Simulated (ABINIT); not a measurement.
TiAl3 in ABINIT: convergence with k mesh

Input of the first run (k mesh 1 × 1 × 1); the others differ in this setting and in those tied to it:

Contents of run.abi:

```
pp_dirpath "./"
pseudos "Ti.upf, Al.upf"

acell 5.0624878778 5.0624878778 5.0624878778 Angstrom
rprim
    -0.3775034760     0.3775034760     0.8455662311
     0.3775034760    -0.3775034760     0.8455662311
     0.3775034760     0.3775034760    -0.8455662311
ntypat 2
znucl 22 13
natom 4
typat 1 2 2 2
xred
     0.0000000000     0.0000000000     0.0000000000
     0.2500000000     0.7500000000     0.5000000000
     0.7500000000     0.2500000000     0.5000000000
     0.5000000000     0.5000000000     0.0000000000

ecut 1142.878222 eV

kptopt 1
ngkpt 1 1 1
nshiftk 1
shiftk 0.0 0.0 0.0

ixc -116133

nband 15
occopt 4
tsmear 0.1 eV

nstep 100
tolvrs 1.0e-10

iomode 3
prtwf 0
prtden 0
prteig 0
prtebands 0
enunit 1
```

Potentials or basis: PseudoDojo NC SR PBEsol v0.4.1 standard.

The run is started by

```console
$ abinit run.abi > log 2>&1
```

The cell comes from a database or a generator and needn't be the stable form of this composition.

Hardware: 1 thread of Arm Neoverse V1, on a shared host.

The values tried are 1 × 1 × 1, 2 × 2 × 2, 3 × 3 × 3, 4 × 4 × 4, 5 × 5 × 5, 6 × 6 × 6, 7 × 7 × 7, 9 × 9 × 9, 10 × 10 × 10, loosest first. From which on does the energy stay within 1 meV/atom of the tightest run that finished?

From 7 × 7 × 7 on.

```csv
k mesh,energy less the tightest run (meV/atom),pressure (GPa),SCF cycles,CPU time (s),peak memory (GiB)
1 × 1 × 1,1833.63,-2.48,27,12,0.12
2 × 2 × 2,66.77,-0.83,16,19,0.12
3 × 3 × 3,42.05,-0.70,16,40,0.13
4 × 4 × 4,6.76,-0.60,17,80,0.14
5 × 5 × 5,1.63,-0.61,15,110,0.14
6 × 6 × 6,-1.08,-0.60,16,180,0.16
7 × 7 × 7,-0.12,-0.63,16,250,0.17
9 × 9 × 9,0.66,-0.59,14,410,0.22
10 × 10 × 10,0.00,-0.61,15,580,0.25
```

Against the tightest run, the pressure stays within 0.1 GPa from 3 × 3 × 3 on. Meshes of other sizes hit other points, so gaps and Fermi surfaces needn't settle smoothly. The tightest run that finished is the yardstick and may itself not be fully converged.
